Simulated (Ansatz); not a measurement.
## Te on Nb(100): change of the work function

How does Te on the bridge site change the work function of Nb(100) as the layer fills?

Method: plane-wave DFT, PBE, Ansatz PAW, in the first sound run; inputs show where later runs differ, in Ansatz 0.2.0.

### 1. Set-up

The cell holds 5 atoms: 5 Nb. Cell: a = 3.300 Å, b = 3.300 Å, c = 24.600 Å, α = 90.0°, β = 90.0°, γ = 90.0°. Vacuum lies along c.

### 2. The clean slab

The bare slab comes first, as the zero from which every change is counted. The two lowest layers are held at bulk places and the upper ones relax. The dipole correction removes the false field that a one-sided slab makes across the periodic vacuum, so each face gets a flat vacuum level of its own.

Contents of input.yaml:

```yaml
crystal:
  lattice:
    - [3.3, 0.0, 0.0]
    - [0.0, 3.3, 0.0]
    - [0.0, 0.0, 24.6]
  atoms:
    - { symbol: Nb, position: [0.0, 0.0, 0.3658536585] }
    - { symbol: Nb, position: [0.5, 0.5, 0.4329268293] }
    - { symbol: Nb, position: [0.0, 0.0, 0.5] }
    - { symbol: Nb, position: [0.5, 0.5, 0.5670731707] }
    - { symbol: Nb, position: [0.0, 0.0, 0.6341463415] }
kpoints:
  mp_grid: { grid: [9, 9, 1] }
hamiltonian:
  xc: pbe
scf:
  occupations: { method: fermi_dirac, width: 0.1 }
  convergence: { dr2_threshold: 1.0e-08 }
efield:
  axis: 3
  dipole_correction: true
  ramp_position: 0.97
  ramp_width: 0.06
relax:
  f_tol: 0.02
  max_steps: 60
  constraints: [{ sites: [0, 1] }]
output:
  write_potential: true
  write_density: true
  volumetric_format: npy
```

Launch:

```console
> ansatz run input.yaml --threads 4 --pin off --max-ram 12288MiB --backend cpu --events-out ev --progress --plain --runs-dir out
```

Numbers of over 12 decimals in the logs are rounded to 6 here.

The program printed:

```text
Engine: ansatz 0.2.0, aarch64-unknown-linux-gnu
Pseudopotentials: kind: paw
Pseudopotential: Nb, paw, valence charge 13, recommended cutoff 420 eV (normal), Nb.paw.azcp
Functional definition: PBE
  parameter kappa = 0.804
  parameter beta = 0.066725
  exchange = pbe_x(kappa = kappa, mu = beta*pi^2/3)
  correlation = pbe_c(beta = beta)
Crystal: 5 atoms, lattice volume = 267.894 Å³
Basis set: ecut = 420 eV, 5307 PW (Γ), exchange–correlation on 48×48×360 points (8 copies of the dense FFT grid, shifted against one another)
Bands: 39, of which v1, the nominal top of the filled ones, is band 33 counted from 1 (32 counted from 0)
Symmetry: 8 space group operations
k-points: 15 of 81
Non-local potential: Nb, projectors of the file, l = 0: 3, l = 1: 2, l = 2: 2, l = 3: 1
PAW form: soft (Blöchl's): semilocal exchange-correlation on the pseudo side does not see the compensation charge
PAW one-centre angular grid: Nb, 590 points (default); XC on 64 Gauss nodes
Initial density: superposition of atomic densities (neutral atoms: chi_scale 0, normalization atom), corrected by the library's trained network
Initial wavefunctions: pseudopotential atomic-orbital guess
Functional: x = pbe(κ = 0.804, μ = 0.219515), c = pbe(β = 0.066725)
SCF iter   1: F=—  HF=-22758.152780 eV  |F-HF|=—  |Δ(HF+E_count)|=         —  Δρ=8.16e-3  dr2=2.43e0  ethr=1.77e-3  p=0.000 e·Å  D=1.38e-14 V/Å  ΔV_dip=-0.00 eV  dr2_dipole=4.47e-9  V_vac-E_F(+/−)=3.96/3.96 eV  ⟨swp⟩=8.3  Hψ=2741  notcnv=0
efield: sawtooth ramp at fractional position 0.9700 (set: `efield.ramp_position`, or a place that a band, a saddle search or an elastic batch's reference lends), width 0.0600; the density the first Hamiltonian is built on has a dipole p = 0.000 e·Å; the dipole correction subtracts the counter field D = 1.38e-14 V/Å, which shifts the + side's vacuum level by -0.00 eV against the − side's; the planar-averaged density in the ramp window peaks in size at 1.6e-5 e/Å³
preconditioner: auto → LDOS  [metal: Δε(μ)=0.044 eV  Ē_g=2.893 eV  σ=0.100 eV  W_gap=0.11  n_scr=44 (ndim 8)  ℏωp=11.3 eV  f_vac=0.572  D(μ)=6.76/eV (n_scr^D=44)  β→1.0]
SCF iter   2: F=—  HF=-22758.080940 eV  |F-HF|=—  |Δ(HF+E_count)|=   7.18e-2  Δρ=4.47e-3  dr2=5.41e-1  ethr=1.77e-3  p=0.000 e·Å  D=1.84e-5 V/Å  ΔV_dip=-0.00 eV  dr2_dipole=1.08e-7  V_vac-E_F(+/−)=3.64/3.64 eV  ⟨swp⟩=2.4  Hψ=781  notcnv=0
SCF iter   3: F=—  HF=-22758.065187 eV  |F-HF|=—  |Δ(HF+E_count)|=   1.58e-2  Δρ=6.61e-4  dr2=3.40e-3  ethr=8.33e-4  p=0.000 e·Å  D=5.46e-6 V/Å  ΔV_dip=-0.00 eV  dr2_dipole=2.17e-9  V_vac-E_F(+/−)=3.72/3.72 eV  ⟨swp⟩=1.9  Hψ=673  notcnv=0
SCF iter   4: F=—  HF=-22758.066335 eV  |F-HF|=—  |Δ(HF+E_count)|=   1.15e-3  Δρ=2.80e-4  dr2=4.79e-4  ethr=5.23e-6  p=0.000 e·Å  D=3.46e-6 V/Å  ΔV_dip=-0.00 eV  dr2_dipole=6.49e-10  V_vac-E_F(+/−)=3.70/3.70 eV  ⟨swp⟩=2.3  Hψ=806  notcnv=0
SCF iter   5: F=—  HF=-22758.066343 eV  |F-HF|=—  |Δ(HF+E_count)|=   7.61e-6  Δρ=1.13e-4  dr2=7.09e-5  ethr=7.37e-7  p=0.000 e·Å  D=1.21e-6 V/Å  ΔV_dip=-0.00 eV  dr2_dipole=5.57e-11  V_vac-E_F(+/−)=3.71/3.71 eV  ⟨swp⟩=2.1  Hψ=833  notcnv=0
SCF iter   6: F=—  HF=-22758.066329 eV  |F-HF|=—  |Δ(HF+E_count)|=   1.36e-5  Δρ=2.79e-5  dr2=1.36e-5  ethr=1.09e-7  p=0.000 e·Å  D=5.96e-7 V/Å  ΔV_dip=-0.00 eV  dr2_dipole=6.56e-13  V_vac-E_F(+/−)=3.71/3.71 eV  ⟨swp⟩=2.3  Hψ=795  notcnv=0
SCF iter   7: F=—  HF=-22758.066332 eV  |F-HF|=—  |Δ(HF+E_count)|=   2.37e-6  Δρ=1.33e-5  dr2=1.61e-6  ethr=2.09e-8  p=0.000 e·Å  D=1.21e-7 V/Å  ΔV_dip=-0.00 eV  dr2_dipole=4.50e-15  V_vac-E_F(+/−)=3.72/3.72 eV  ⟨swp⟩=2.1  Hψ=739  notcnv=0
SCF iter   8: F=—  HF=-22758.066415 eV  |F-HF|=—  |Δ(HF+E_count)|=   8.34e-5  Δρ=4.05e-6  dr2=1.79e-7  ethr=2.47e-9  p=0.000 e·Å  D=4.46e-8 V/Å  ΔV_dip=-0.00 eV  dr2_dipole=9.64e-16  V_vac-E_F(+/−)=3.72/3.72 eV  ⟨swp⟩=2.0  Hψ=796  notcnv=0
SCF iter   9: F=—  HF=-22758.066415 eV  |F-HF|=—  |Δ(HF+E_count)|=   4.74e-8  Δρ=1.81e-6  dr2=3.24e-8  ethr=2.76e-10  p=0.000 e·Å  D=1.47e-8 V/Å  ΔV_dip=-0.00 eV  dr2_dipole=4.58e-16  V_vac-E_F(+/−)=3.72/3.72 eV  ⟨swp⟩=2.5  Hψ=1062  notcnv=0
SCF iter  10: F=-22758.066415 eV  HF=-22758.066415 eV  |F-HF|=7.02e-10  |Δ(HF+E_count)|=   7.63e-9  Δρ=4.56e-7  dr2=9.39e-10  ethr=1.54e-11  p=0.000 e·Å  D=6.66e-9 V/Å  ΔV_dip=-0.00 eV  dr2_dipole=3.45e-14  V_vac-E_F(+/−)=3.72/3.72 eV  ⟨swp⟩=9.4  Hψ=4138  notcnv=0
SCF 1 converged in 10 iterations: F = -22758.066415 eV  dr2 = 9.39e-10
  greatest PAW one-centre occupation: 0.998 electrons in one spin orbital (limit 2), on the Nb atom at site 1 (counted from 0), in its partial waves of l = 0
relax step   1: F+E_penalty+E_count = -22758.06641517 eV  Δ(F+E_penalty+E_count) = +0.000e0 eV  max|allowed force component| = 1.217e0 eV/Å  Δτ_max = 0.0000 Å  (10 SCF iters, accepted)
Initial density: handed on by an earlier stage of this run
Initial wavefunctions: those handed on with the density
SCF iter   1: F=—  HF=-22758.313614 eV  |F-HF|=—  |Δ(HF+E_count)|=         —  Δρ=1.56e-2  dr2=4.91e0  ethr=3.10e-3  p=-0.000 e·Å  D=-8.85e-8 V/Å  ΔV_dip=0.00 eV  dr2_dipole=1.00e0  V_vac-E_F(+/−)=3.81/3.81 eV  ⟨swp⟩=5.9  Hψ=1586  notcnv=0
efield: sawtooth ramp at fractional position 0.9700 (set: `efield.ramp_position`, or a place that a band, a saddle search or an elastic batch's reference lends), width 0.0600; the density the first Hamiltonian is built on has a dipole p = -0.000 e·Å; the dipole correction subtracts the counter field D = -8.85e-8 V/Å, which shifts the + side's vacuum level by +0.00 eV against the − side's; the planar-averaged density in the ramp window peaks in size at 5.4e-7 e/Å³
preconditioner: auto → LDOS  [metal: Δε(μ)=0.044 eV  Ē_g=2.937 eV  σ=0.100 eV  W_gap=0.11  n_scr=44 (ndim 8)  ℏωp=11.3 eV  f_vac=0.575  D(μ)=6.37/eV (n_scr^D=44)  β→1.0]
SCF iter   2: F=—  HF=-22758.133611 eV  |F-HF|=—  |Δ(HF+E_count)|=   1.80e-1  Δρ=6.52e-3  dr2=4.63e-1  ethr=3.10e-3  p=0.006 e·Å  D=3.89e-3 V/Å  ΔV_dip=-0.10 eV  dr2_dipole=4.83e-2  V_vac-E_F(+/−)=3.68/3.77 eV  ⟨swp⟩=2.2  Hψ=885  notcnv=0
SCF iter   3: F=—  HF=-22758.107844 eV  |F-HF|=—  |Δ(HF+E_count)|=   2.58e-2  Δρ=2.65e-3  dr2=8.56e-2  ethr=7.12e-4  p=0.006 e·Å  D=4.06e-3 V/Å  ΔV_dip=-0.10 eV  dr2_dipole=6.34e-3  V_vac-E_F(+/−)=3.65/3.75 eV  ⟨swp⟩=2.1  Hψ=871  notcnv=0
SCF iter   4: F=—  HF=-22758.102275 eV  |F-HF|=—  |Δ(HF+E_count)|=   5.57e-3  Δρ=7.80e-4  dr2=4.87e-3  ethr=1.32e-4  p=0.007 e·Å  D=4.88e-3 V/Å  ΔV_dip=-0.12 eV  dr2_dipole=2.11e-4  V_vac-E_F(+/−)=3.61/3.73 eV  ⟨swp⟩=2.1  Hψ=731  notcnv=0
[...]
SCF iter   6: F=—  HF=-22758.195836 eV  |F-HF|=—  |Δ(HF+E_count)|=   1.20e-5  Δρ=3.78e-5  dr2=1.43e-5  ethr=1.32e-7  p=0.008 e·Å  D=5.66e-3 V/Å  ΔV_dip=-0.14 eV  dr2_dipole=3.12e-6  V_vac-E_F(+/−)=3.59/3.73 eV  ⟨swp⟩=2.1  Hψ=877  notcnv=0
SCF iter   7: F=—  HF=-22758.195831 eV  |F-HF|=—  |Δ(HF+E_count)|=   5.08e-6  Δρ=1.47e-5  dr2=2.15e-6  ethr=2.20e-8  p=0.008 e·Å  D=5.32e-3 V/Å  ΔV_dip=-0.13 eV  dr2_dipole=2.03e-7  V_vac-E_F(+/−)=3.60/3.73 eV  ⟨swp⟩=2.1  Hψ=976  notcnv=0
SCF iter   8: F=—  HF=-22758.195919 eV  |F-HF|=—  |Δ(HF+E_count)|=   8.76e-5  Δρ=4.09e-6  dr2=1.15e-7  ethr=3.30e-9  p=0.008 e·Å  D=5.24e-3 V/Å  ΔV_dip=-0.13 eV  dr2_dipole=1.78e-9  V_vac-E_F(+/−)=3.60/3.73 eV  ⟨swp⟩=2.1  Hψ=853  notcnv=0
SCF iter   9: F=—  HF=-22758.195919 eV  |F-HF|=—  |Δ(HF+E_count)|=   7.29e-8  Δρ=1.39e-6  dr2=1.13e-8  ethr=1.54e-11  p=0.008 e·Å  D=5.20e-3 V/Å  ΔV_dip=-0.13 eV  dr2_dipole=1.76e-10  V_vac-E_F(+/−)=3.60/3.73 eV  ⟨swp⟩=10.6  Hψ=4496  notcnv=0
SCF iter  10: F=-22758.195919 eV  HF=-22758.195919 eV  |F-HF|=9.24e-10  |Δ(HF+E_count)|=   7.48e-9  Δρ=3.88e-7  dr2=1.05e-9  ethr=1.54e-11  p=0.008 e·Å  D=5.20e-3 V/Å  ΔV_dip=-0.13 eV  dr2_dipole=2.27e-10  V_vac-E_F(+/−)=3.60/3.73 eV  ⟨swp⟩=9.3  Hψ=3938  notcnv=0
SCF 3 converged in 10 iterations: F = -22758.195919 eV  dr2 = 1.05e-9
relax step   3: F+E_penalty+E_count = -22758.19591868 eV  Δ(F+E_penalty+E_count) = -9.429e-2 eV  max|allowed force component| = 1.269e-1 eV/Å  Δτ_max = 0.1441 Å  (10 SCF iters, accepted)
[...]
relax step   4: F+E_penalty+E_count = -22758.19708954 eV  Δ(F+E_penalty+E_count) = -1.171e-3 eV  max|allowed force component| = 6.700e-2 eV/Å  Δτ_max = 0.0469 Å  (9 SCF iters, accepted)
SCF iter   1: F=—  HF=-22758.199585 eV  |F-HF|=—  |Δ(HF+E_count)|=         —  Δρ=1.62e-3  dr2=5.08e-2  ethr=1.11e-3  p=0.008 e·Å  D=5.28e-3 V/Å  ΔV_dip=-0.13 eV  dr2_dipole=7.96e-3  V_vac-E_F(+/−)=3.60/3.73 eV  ⟨swp⟩=2.0  Hψ=866  notcnv=0
efield: sawtooth ramp at fractional position 0.9700 (set: `efield.ramp_position`, or a place that a band, a saddle search or an elastic batch's reference lends), width 0.0600; the density the first Hamiltonian is built on has a dipole p = 0.008 e·Å; the dipole correction subtracts the counter field D = 5.28e-3 V/Å, which shifts the + side's vacuum level by -0.13 eV against the − side's; the planar-averaged density in the ramp window peaks in size at 5.2e-7 e/Å³
preconditioner: auto → LDOS  [metal: Δε(μ)=0.025 eV  Ē_g=2.897 eV  σ=0.100 eV  W_gap=0.06  n_scr=44 (ndim 8)  ℏωp=11.3 eV  f_vac=0.575  D(μ)=6.33/eV (n_scr^D=44)  β→1.0]
SCF iter   2: F=—  HF=-22758.198171 eV  |F-HF|=—  |Δ(HF+E_count)|=   1.41e-3  Δρ=6.36e-4  dr2=7.18e-3  ethr=7.81e-5  p=0.009 e·Å  D=6.16e-3 V/Å  ΔV_dip=-0.15 eV  dr2_dipole=1.16e-4  V_vac-E_F(+/−)=3.58/3.73 eV  ⟨swp⟩=1.0  Hψ=705  notcnv=0
SCF iter   3: F=—  HF=-22758.197942 eV  |F-HF|=—  |Δ(HF+E_count)|=   2.29e-4  Δρ=2.00e-4  dr2=7.62e-4  ethr=1.11e-5  p=0.008 e·Å  D=5.62e-3 V/Å  ΔV_dip=-0.14 eV  dr2_dipole=8.63e-5  V_vac-E_F(+/−)=3.59/3.73 eV  ⟨swp⟩=2.0  Hψ=697  notcnv=0
SCF iter   4: F=—  HF=-22758.197911 eV  |F-HF|=—  |Δ(HF+E_count)|=   3.09e-5  Δρ=4.10e-5  dr2=1.03e-5  ethr=1.17e-6  p=0.008 e·Å  D=5.58e-3 V/Å  ΔV_dip=-0.14 eV  dr2_dipole=3.21e-7  V_vac-E_F(+/−)=3.59/3.73 eV  ⟨swp⟩=2.0  Hψ=784  notcnv=0
SCF iter   5: F=—  HF=-22758.197893 eV  |F-HF|=—  |Δ(HF+E_count)|=   1.78e-5  Δρ=1.16e-5  dr2=1.01e-6  ethr=1.59e-8  p=0.008 e·Å  D=5.50e-3 V/Å  ΔV_dip=-0.14 eV  dr2_dipole=1.88e-10  V_vac-E_F(+/−)=3.59/3.73 eV  ⟨swp⟩=3.3  Hψ=1064  notcnv=0
SCF iter   6: F=—  HF=-22758.197976 eV  |F-HF|=—  |Δ(HF+E_count)|=   8.28e-5  Δρ=5.50e-6  dr2=2.17e-7  ethr=1.55e-9  p=0.008 e·Å  D=5.43e-3 V/Å  ΔV_dip=-0.13 eV  dr2_dipole=7.71e-8  V_vac-E_F(+/−)=3.59/3.73 eV  ⟨swp⟩=2.4  Hψ=973  notcnv=0
SCF iter   7: F=—  HF=-22758.197976 eV  |F-HF|=—  |Δ(HF+E_count)|=   2.93e-8  Δρ=2.35e-6  dr2=3.63e-8  ethr=3.34e-10  p=0.008 e·Å  D=5.39e-3 V/Å  ΔV_dip=-0.13 eV  dr2_dipole=2.63e-9  V_vac-E_F(+/−)=3.60/3.73 eV  ⟨swp⟩=2.1  Hψ=846  notcnv=0
SCF iter   8: F=-22758.197976 eV  HF=-22758.197976 eV  |F-HF|=3.96e-9  |Δ(HF+E_count)|=   1.21e-8  Δρ=7.47e-7  dr2=7.49e-9  ethr=1.54e-11  p=0.008 e·Å  D=5.37e-3 V/Å  ΔV_dip=-0.13 eV  dr2_dipole=9.30e-11  V_vac-E_F(+/−)=3.60/3.73 eV  ⟨swp⟩=10.1  Hψ=4184  notcnv=0
SCF 5 converged in 8 iterations: F = -22758.197976 eV  dr2 = 7.49e-9
relax step   5: F+E_penalty+E_count = -22758.19797595 eV  Δ(F+E_penalty+E_count) = -8.864e-4 eV  max|allowed force component| = 5.359e-3 eV/Å  Δτ_max = 0.0206 Å  (8 SCF iters, accepted)
NSCF: frozen V_eff on 15 k-points
the band table was solved once a step of the walk had ended and its energy, with any forces and stress, was formed, with the checks that follow a solve (2569 applications of the Hamiltonian). They found nothing against the state; the energy, forces and stress were not computed again (output.eigenvalues in the input reference)
WARN: The output density's exchange-correlation potential varies sharply where the density is thin. Do not read a vacuum level from v_tot or v_xc, or from such a field of the output density. On a cell that repeats whose density bears no net charge and no dipole along the vacuum's axis use v_es (v_loc + v_h of the components); under efield.dipole_correction with no amplitude use v_es + v_field, which holds any externa [...]
SCF converged after 8 iterations
Free energy (F): -22758.197976 eV
Harris-Foulkes:  -22758.197976 eV  (|F-HF|=3.96e-9)
Internal energy: -22757.985133 eV  (E = F + TS)
E sigma→0 (E₀):  -22758.091555 eV
Entropy (-TS):   -0.212843 eV (-42.569 meV/atom)
Fermi energy:    3.748562 eV
Dipole field:    D = 0.005361 V/Å  (p = 0.007936 e·Å, saw-weighted, corrected)
Work function:   Φ+ = 3.5958 eV   Φ− = 3.7277 eV
Levels:          The Fermi level and band energies are counted from a zero that moves with the ramp; work functions are not
--- Per-component energies (eV) ---
  E_band       = -1265.425116
  E_kinetic    = 1967.240502
  E_local      = -68553.979029  (includes V_loc(G=0)·N_el)
  E_nonlocal   = 602.156355
  E_hartree    = 33158.375447
  E_xc         = -873.277406
  E_vxc        = -1058.715174  (∫ρ·V_xc dr)
  E_paw        = -15367.538689  (= ΣΔE_a)
  E_vpaw       = -538.901798  (= ΣTr[D̂ρ^β])
  E_aug_tail   = 0.000035  (compensation charges beyond the density's cutoff)
  E_efield     = 0.000021  (sawtooth field / dipole correction)
  E_vefield    = 0.008335  (∫n·V_field dr)
  E_ewald      = 26309.037632
  E_smearing   = -0.212843  (= −TS)
  E_closure    = 0.000000  (closes the sum)
  Σ components = -22758.197976   (vs F -22758.197976, Δ=0.00e0)
--- Forces (eV/Å), atoms counted from 1 ---
  atom   1  Nb    -0.00000000     0.00000000     1.26458862
  atom   2  Nb     0.00000000     0.00000000    -1.26310948
  atom   3  Nb     0.00000000     0.00000000     0.00529079
  atom   4  Nb    -0.00000000     0.00000000    -0.00139643
  atom   5  Nb    -0.00000000     0.00000000    -0.00535939
  max |Σ_I F_I| component: 1.41e-5 eV/Å
--- Band table (eV; the first three rows and the last of 15) ---
  k-point 0: bands = [... 29 lower, 3.9219, 3.9219, 3.9244, 3.9792, 4.1223, 4.1223, 4.5549, 4.6194, ... 2 higher]
  k-point 1: bands = [... 29 lower, 3.4975, 3.6550, 3.7824, 3.9268, 4.1090, 4.2711, 4.3199, 4.6018, ... 2 higher]
  k-point 2: bands = [... 29 lower, 3.0734, 3.1467, 3.5648, 3.7063, 3.9830, 4.0134, 4.8220, 5.1360, ... 2 higher]
  k-point 14: bands = [... 29 lower, 2.7110, 2.7228, 3.7009, 3.8106, 5.5898, 5.6032, 5.8604, 5.9061, ... 2 higher]
--- Relaxed structure (5 steps of the walk, 5 accepted, 0 SCFs on fresh bases) ---
  F+E_penalty+E_count = -22758.19797595 eV   max|allowed force component| = 5.359e-3 eV/Å
  atoms:
    - { symbol: Nb, position: [0.0, 0.0, 0.365854] }
    - { symbol: Nb, position: [0.5, 0.5, 0.432927] }
    - { symbol: Nb, position: [0, 0.0, 0.499977] }
    - { symbol: Nb, position: [0.5, 0.5, 0.568878] }
    - { symbol: Nb, position: [0, 0.0, 0.627528] }
```

It took 19 s on 4 threads of Arm Neoverse V1, shared host; peak memory 0.59 GiB; 75 s of CPU time.

The steps of the relaxation:

```
step  energy less that of the first step (eV)  largest force component (eV/Å)
   1                                   0.0000                          1.2171
   2                                  -0.0352                          1.3788
   3                                  -0.1295                          0.1269
   4                                  -0.1307                          0.0670
   5                                  -0.1316                          0.0054
```

The run keeps the 8 symmetry operations that it works with, so distortions that break them were not tested.

The atoms that moved most (Å):

```
atom     dx     dy      dz  length
 Nb5  0.000  0.000  -0.163   0.163
 Nb4  0.000  0.000   0.044   0.044
```

Numbers from this step:

- energy at zero smearing: -22758.0916 eV
- work function, upper face: 3.596 eV
- work function, lower face: 3.728 eV
- dipole along the normal: 0.007936 e·Å
- step between the vacuum levels: -0.1319 eV

Running mean over 1.65 Å of the planar mean; the ramp of the sawtooth is left out. Table of electron's electrostatic potential energy less the Fermi level by z:

z (Å), electron's electrostatic potential energy less the Fermi level (eV) and a bar from the least value:
```
      3.5        3.7 ##############################
      4.0        3.7 ##############################
      4.5        3.7 ##############################
      5.0        3.7 ##############################
      5.5        3.7 ##############################
      6.0        3.6 ##############################
      6.5        3.4 #############################
      7.0        2.9 ############################
      7.5        1.2 ##########################
      8.0       -2.8 ##################
      8.5       -7.9 #########
      9.0      -10.6 ####
      9.5      -11.1 ###
     10.0      -11.0 ###
     10.5      -10.9 ####
     11.0      -11.0 ####
     11.5      -11.1 ###
     12.0      -11.1 ###
     12.5      -10.9 ####
     13.0      -10.6 ####
     13.5      -10.7 ####
     14.0      -11.6 ##
     14.5      -12.9 
     15.0      -12.9 
     15.5      -11.1 ###
     16.0       -7.4 ##########
     16.5       -2.2 ###################
     17.0        1.5 ##########################
     17.5        2.9 ############################
     18.0        3.3 #############################
     18.5        3.5 ##############################
     19.0        3.6 ##############################
     19.5        3.6 ##############################
     20.0        3.6 ##############################
     20.5        3.6 ##############################
     21.0        3.6 ##############################
     21.5        3.6 ##############################
```

The relaxation took 5 steps and lowered the energy by 0.13 eV; the largest force on the free atoms ends at 0.0054 eV/Å.

The work function of the upper face is 3.60 eV.

(Continued in part 2 of 5.)

[Logs are printed without paths, hosts, clocks, repeated set-up lines and the standing remarks that a program may print on its own settings, such as how far it seeks lower states.]

[Hosts, paths, dates, database ids (printed as entryN), source tags and the programs' standing remarks are cut or masked in the printed files.]

[Maps of the electrostatic potential energy from Ansatz leave out the sawtooth potential of an applied field or a dipole correction, so their vacuum need not be flat; planar profiles and work functions include it.]
